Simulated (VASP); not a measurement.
# GaN (F-43m) in VASP: a series of runs

One crystal, GaN, is run at these levels: PBE; tasks: single point.

Program: VASP 6.6.1. These are calculated values, not measurements. Logs are shortened: lines on timing, memory, paths and dates and some standing lists are left out, and cuts for length are marked.

**The experiment to reproduce.**

A printed reference work, textbook reports, for a bulk crystal of GaN at 0 K: band gap 3.299 eV (direct).

How close the calculation comes is told below.

## Step 1: Starting point

The structure is cubic, space group F-43m (No. 216). The conventional cell has a = 4.507 Å, b = 4.507 Å, c = 4.507 Å, α = 90.00°, β = 90.00°, γ = 90.00°. Around Ga (site symmetry -43m) lie 4 N at 1.95 Å. N (site symmetry -43m) has 4 Ga at 1.95 Å as nearest neighbours.

The cell is a database's computed one.

## Step 2: Single point, PBE

Input file INCAR:

```
PREC = Accurate
ENCUT = 600
EDIFF = 1E-7
ISMEAR = 0
SIGMA = 0.02
LREAL = F
LASPH = T
NELM = 80
ALGO = Normal
ISIF = 2
LWAVE = F
LCHARG = F
GGA = PE
```

Input file KPOINTS:

```
regular mesh
0
Gamma
  8 8 8
```

Input file POSCAR:

```
GaN
1.0
    0.0000000000      2.2535006100      2.2535006100
    2.2535006100      0.0000000000      2.2535006100
    2.2535006100      2.2535006100      0.0000000000
Ga N
1 1
Direct
    0.0000000000      0.0000000000      0.0000000000
    0.7500000000      0.7500000000      0.7500000000
```

Potentials or basis: VASP PAW PBE potentials, release 64 (Ga_d, N).

The run is started by

```console
> cat potpaw_PBE.64/Ga_d/POTCAR potpaw_PBE.64/N/POTCAR > POTCAR
> mpirun -np 1 vasp_std > vasp.out
```

OUTCAR:

```text
PREC = Accurate
   ENCUT = 600
   EDIFF = 1E-7
   ISMEAR = 0
   LREAL = F
   LASPH = T
   NELM = 80
   ISIF = 2
   GGA = PE

 ion  position               nearest neighbor table
   1  0.000  0.000  0.000-   2 1.95   2 1.95   2 1.95   2 1.95
   2  0.750  0.750  0.750-   1 1.95   1 1.95   1 1.95   1 1.95

  LATTYP: Found a face centered cubic cell.
 ALAT       =     4.5070012200

  Lattice vectors:

 A1 = (   0.0000000000,   2.2535006100,   2.2535006100)
 A2 = (   2.2535006100,   0.0000000000,   2.2535006100)
 A3 = (   2.2535006100,   2.2535006100,   0.0000000000)

Analysis of symmetry for initial positions (statically):
=====================================================================
 Subroutine PRICEL returns:
 Original cell was already a primitive cell.

 Routine SETGRP: Setting up the symmetry group for a
 face centered cubic supercell.

 Subroutine GETGRP returns: Found 24 space group operations
 (whereof 24 operations were pure point group operations)
 out of a pool of 48 trial point group operations.

The static configuration has the point symmetry T_d .

Analysis of symmetry for dynamics (positions and initial velocities):
=====================================================================
 Subroutine PRICEL returns:
 Original cell was already a primitive cell.

 Routine SETGRP: Setting up the symmetry group for a
 face centered cubic supercell.

 Subroutine GETGRP returns: Found 24 space group operations
 (whereof 24 operations were pure point group operations)
 out of a pool of 48 trial point group operations.

The dynamic configuration has the point symmetry T_d .

 Subroutine INISYM returns: Found 24 space group operations
 (whereof 24 operations are pure point group operations),
 and found     1 'primitive' translations

----------------------------------------------------------------------------------------

                                     Primitive cell

  volume of cell :      22.8877

  direct lattice vectors                    reciprocal lattice vectors
     0.000000000  2.253500610  2.253500610    -0.221877020  0.221877020  0.221877020
     2.253500610  0.000000000  2.253500610     0.221877020 -0.221877020  0.221877020
     2.253500610  2.253500610  0.000000000     0.221877020  0.221877020 -0.221877020

  length of vectors
     3.186931125  3.186931125  3.186931125     0.384302272  0.384302272  0.384302272

  position of ions in fractional coordinates (direct lattice)
     0.000000000  0.000000000  0.000000000
     0.750000000  0.750000000  0.750000000

  ion indices of the primitive-cell ions
   primitive index   ion index
                 1           1
                 2           2

----------------------------------------------------------------------------------------

 KPOINTS: regular mesh

Automatic generation of k-mesh.
 Grid dimensions read from file:
 generate k-points for:    8    8    8

 Generating k-lattice:

  Cartesian coordinates                     Fractional coordinates (reciprocal lattice)
    -0.027734628  0.027734628  0.027734628     0.125000000  0.000000000  0.000000000
     0.027734628 -0.027734628  0.027734628     0.000000000  0.125000000  0.000000000
     0.027734628  0.027734628 -0.027734628     0.000000000  0.000000000  0.125000000

  Length of vectors
     0.048037784  0.048037784  0.048037784

  Shift w.r.t. Gamma in fractional coordinates (k-lattice)
     0.000000000  0.000000000  0.000000000

 Subroutine IBZKPT returns following result:
 ===========================================

 Found     29 irreducible k-points:

 Following reciprocal coordinates:
            Coordinates               Weight
  0.000000  0.000000  0.000000      1.000000
  0.125000  0.000000  0.000000      8.000000
  0.250000  0.000000  0.000000      8.000000
  0.375000  0.000000  0.000000      8.000000
  0.500000  0.000000  0.000000      4.000000
  0.125000  0.125000  0.000000      6.000000
[... 16 lines left out ...]
  0.500000  0.250000  0.125000     48.000000
 -0.375000  0.250000  0.125000     24.000000
 [... further k-points ...]
   k-points           NKPTS =     29   k-points in BZ     NKDIM =     29   number of bands    NBANDS=     13
   number of dos      NEDOS =    301   number of ions     NIONS =      2
   total plane-waves  NPLWV =  21952
   dimension x,y,z NGX =    28 NGY =   28 NGZ =   28
   dimension x,y,z NGXF=    56 NGYF=   56 NGZF=   56
   ions per type =               1   1
   NGX,Y,Z   is equivalent  to a cutoff of  14.61, 14.61, 14.61 a.u.
   NGXF,Y,Z  is equivalent  to a cutoff of  29.21, 29.21, 29.21 a.u.
 SYSTEM =  unknown system
   PREC   = accura    normal or accurate (medium, high low for compatibility)
   ISTART =      0    job   : 0-new  1-cont  2-samecut
   ICHARG =      2    charge: 1-file 2-atom 10-const
   ISPIN  =      1    spin polarized calculation?
   LNONCOLLINEAR =      F non collinear calculations
   LSORBIT =      F    spin-orbit coupling
   LASPH  =      T    aspherical Exc in radial PAW
   ENCUT  =  600.0 eV  44.10 Ry    6.64 a.u.   6.37  6.37  6.37*2*pi/ulx,y,z
   NELM   =     80;   NELMIN=  2; NELMDL= -5     # of ELM steps
   EDIFF  = 0.1E-06   stopping-criterion for ELM
   LREAL  =      F    real-space projection
   EDIFFG = 0.1E-05   stopping-criterion for IOM
   NSW    =      0    number of steps for IOM
   IBRION =     -1    ionic relax: 0-MD 1-quasi-New 2-CG
   NFREE  =      0    steps in history (QN), initial steepest desc. (CG)
   ISIF   =      2    stress and relaxation
   ISYM   =      2    0-nonsym 1-usesym 2-fastsym
   POTIM  = 0.5000    time-step for ionic-motion
   TEBEG  =    0.0;   TEEND  =   0.0 temperature during run
   PSTRESS=    0.0 pullay stress
   NELECT =      18.0000    total number of electrons
   NUPDOWN=      -1.0000    fix difference up-down
   EMIN   =  10.00;   EMAX   =-10.00  energy-range for DOS
   EFERMI =   0.00;   METHOD = LEGACY
   ISMEAR =     0;   SIGMA  =   0.02  broadening in eV -4-tet -1-fermi 0-gaus
   EFERMI_NEDOS =   21; number of points for ismear=-14 and -15
   IALGO  =     38    algorithm
   IMIX   =      4    mixing-type and parameters
     AMIX     =   0.40;   BMIX     =  1.00
     AMIX_MAG =   1.60;   BMIX_MAG =  1.00
  volume/ion in A,a.u.               =      11.44        77.23
  Fermi-wavevector in a.u.,A,eV,Ry     =   1.511117  2.855596 31.068543  2.283473
  Thomas-Fermi vector in A             =   2.621216
   LORBIT       =      0    0 simple, 1 ext, 2 COOP (PROOUT), +10 PAW based schemes
   GGA     = PE    functional components
   LHFCALC =     F    Hartree Fock is set to
   AEXX    =    0.0000 exact exchange contribution
   IVDW    =     0    specifies the selected vdW correction
   LEPSILON=     F    determine dielectric tensor
   LRPA    =     F    only Hartree local field effects (RPA)
 non-spin polarized calculation
 Gauss-broadening in eV      SIGMA  =   0.02
  energy-cutoff  :      600.00
  volume of cell :       22.89
 maximum number of plane-waves:       778
 NGX is ok and might be reduce to    28
   NGX = 13   NGY = 13   NGZ = 13

 number of electron      18.0000005 magnetization

 Free energy of the ion-electron system (eV)
  ---------------------------------------------------
  ext. energy  EPLUGINS =         0.00000000
  ---------------------------------------------------
  free energy    TOTEN  =       -12.14420438 eV

  energy without entropy =      -12.14420438  energy(sigma->0) =      -12.14420438

 E-fermi :   5.4057     XC(G=0): -11.6668

 val. band max:        5.2816665187   @ k =   0.0000   0.0000   0.0000
 cond. band min:       7.0059759384   @ k =   0.0000   0.0000   0.0000
 fundamental gap:      1.7243094198
 Fermi energy:         5.4056825481

 k-point     1 :       0.0000    0.0000    0.0000
  band No.  band energies     occupation
      1     -10.6526      2.00000
      2      -8.1608      2.00000
      3      -8.1608      2.00000
      4      -8.1608      2.00000
      5      -7.8410      2.00000
      6      -7.8410      2.00000
      7       5.2817      2.00000
      8       5.2817      2.00000
      9       5.2817      2.00000
     10       7.0060      0.00000
     11      15.5834      0.00000
     12      15.5834      0.00000
     13      15.5834      0.00000

 k-point     2 :       0.1250    0.0000    0.0000
  band No.  band energies     occupation
      1     -10.4845      2.00000
      2      -8.1402      2.00000
      3      -8.1402      2.00000
      4      -8.0965      2.00000
      5      -7.8426      2.00000
      6      -7.8426      2.00000
      7       3.7548      2.00000
      8       5.1198      2.00000
      9       5.1198      2.00000
     10       8.1552      0.00000
     11      14.8786      0.00000
     12      15.8211      0.00000
     13      15.8211      0.00000

 k-point     3 :       0.2500    0.0000    0.0000
  band No.  band energies     occupation
      1     -10.1094      2.00000
      2      -8.0998      2.00000
      3      -8.0998      2.00000
      4      -7.8362      2.00000
      5      -7.8362      2.00000
      6      -7.7957      2.00000
      7       1.4272      2.00000
      8       4.7614      2.00000
      9       4.7614      2.00000
     10       9.3439      0.00000
     11      14.0631      0.00000
     12      16.0439      0.00000
     13      16.0439      0.00000
[... 305 lines left out ...]
 k-point    23 :       0.5000    0.2500    0.1250
  band No.  band energies     occupation
      1      -9.6986      2.00000
      2      -8.0510      2.00000
      3      -8.0062      2.00000
      4      -7.8877      2.00000
      5      -7.8063      2.00000
      6      -6.7412      2.00000
      7      -0.3575      2.00000
      8       2.4466      2.00000
      9       3.7618      2.00000
     10      11.4198      0.00000
     11      12.8051      0.00000
     12      14.9193      0.00000
     13      17.0817      0.00000

 k-point    24 :      -0.3750    0.2500    0.1250
  band No.  band energies     occupation
      1      -9.6459      2.00000
      2      -8.0565      2.00000
      3      -7.9946      2.00000
      4      -7.8609      2.00000
      5      -7.8081      2.00000
      6      -6.2860      2.00000
      7      -1.1310      2.00000
      8       2.2800      2.00000
      9       3.5146      2.00000
     10      11.9090      0.00000
     11      12.2986      0.00000
     12      15.3695      0.00000
     13      16.9879      0.00000

 [... further k-points ...]

------------------------ aborting loop because EDIFF is reached ----------------------------------------

  FORCE on cell =-STRESS in cart. coord.  units (eV):
  Direction    XX          YY          ZZ          XY          YZ          ZX
  --------------------------------------------------------------------------------------
  -------------------------------------------------------------------------------------
  Total        0.7018070      0.7018070      0.7018070      0.0000000      0.0000000     -0.0000000
  in kB       49.1275630     49.1275630     49.1275630      0.0000000      0.0000000     -0.0000000
  external PRESSURE =      49.1275630 kB  Pullay stress =       0.0000000 kB

 VOLUME and BASIS-vectors are now :
 -----------------------------------------------------------------------------
  energy-cutoff  :      600.00
  volume of cell :       22.89
      direct lattice vectors                 reciprocal lattice vectors
     0.000000000  2.253500610  2.253500610    -0.221877020  0.221877020  0.221877020
     2.253500610  0.000000000  2.253500610     0.221877020 -0.221877020  0.221877020
     2.253500610  2.253500610  0.000000000     0.221877020  0.221877020 -0.221877020

 POSITION                                       TOTAL-FORCE (eV/Angst)
 -----------------------------------------------------------------------------------
      0.00000      0.00000      0.00000         0.000000      0.000000      0.000000
      3.38025      3.38025      3.38025        -0.000000     -0.000000     -0.000000
 -----------------------------------------------------------------------------------
    total drift:                               -0.000000     -0.000000     -0.000001

  FREE ENERGIE OF THE ION-ELECTRON SYSTEM (eV)
  ---------------------------------------------------
  free  energy   TOTEN  =       -12.1442043770 eV

  energy  without entropy=      -12.1442043770  energy(sigma->0) =      -12.14420438
```

It took 10 s on 1 thread of Intel Xeon Platinum 8488C (Sapphire Rapids), shared host; peak memory 0.15 GiB.

Results:

- Free energy: -12.1442 eV
- Pressure: 4.9 GPa
- Band gap on the k mesh: 1.72 eV, direct

Levels at points of the mesh, in eV from the valence-band top:
```csv
k point,band 5,band 6,band 7,band 8,band 9,band 10,band 11,band 12,band 13
"(0.00, 0.00, 0.00)",-13.12,-13.12,0.00,0.00,0.00,1.72,10.30,10.30,10.30
"(0.50, 0.00, 0.00)",-13.08,-11.88,-7.04,-0.97,-0.97,4.64,8.73,10.37,10.37
"(0.50, 0.50, 0.00)",-13.05,-11.45,-6.12,-2.70,-2.70,3.35,6.66,11.71,13.96
```

## Step 3: Single point, PBE

INCAR: that of step 2 with these lines changed.

```diff
@@ -1,3 +1,3 @@
 PREC = Accurate
-ENCUT = 600
+ENCUT = 700
 EDIFF = 1E-7
```

KPOINTS is that of step 2.

POSCAR is that of step 2.

Potentials or basis: VASP PAW PBE potentials, release 64 (Ga_d, N).

The run is started by

```console
> cat potpaw_PBE.64/Ga_d/POTCAR potpaw_PBE.64/N/POTCAR > POTCAR
> mpirun -np 1 vasp_std > vasp.out
```

It took 10 s on 1 thread of Intel Xeon Platinum 8488C (Sapphire Rapids), shared host; peak memory 0.16 GiB.

Results (log left out):

```yaml
Free_energy: -12.1476 eV
Pressure: 4.9 GPa
Band_gap_on_the_k_mesh: 1.73 eV, direct
```

Levels at points of the mesh, in eV from the valence-band top:
```
           k point  band 5  band 6  band 7  band 8  band 9  band 10  band 11  band 12  band 13
(0.00, 0.00, 0.00)  -13.12  -13.12    0.00    0.00    0.00     1.73    10.30    10.30    10.30
(0.50, 0.00, 0.00)  -13.08  -11.88   -7.04   -0.97   -0.97     4.64     8.73    10.37    10.37
(0.50, 0.50, 0.00)  -13.05  -11.45   -6.12   -2.70   -2.70     3.35     6.66    11.71    13.96
```

## Step 4: Comparison with measurements

Step 2. A measured gap of GaN is 3.299 eV (direct; 0 K; a printed reference work, textbook); the calculated 1.72 eV misses it by -1.57 eV. Spin-orbit coupling on Ga is left out. The value is that of PBE, without temperature or zero-point motion. Semilocal functionals fall short of measured gaps as a rule. The cell is a database's relaxed one, not the measured one, which moves gaps too.

Step 3. A measured gap of GaN is 3.299 eV (direct; 0 K; a printed reference work, textbook); the calculated 1.73 eV misses it by -1.57 eV. Spin-orbit coupling on Ga is left out. The value is that of PBE, without temperature or zero-point motion. Semilocal functionals fall short of measured gaps as a rule. The cell is a database's relaxed one, not the measured one, which moves gaps too.
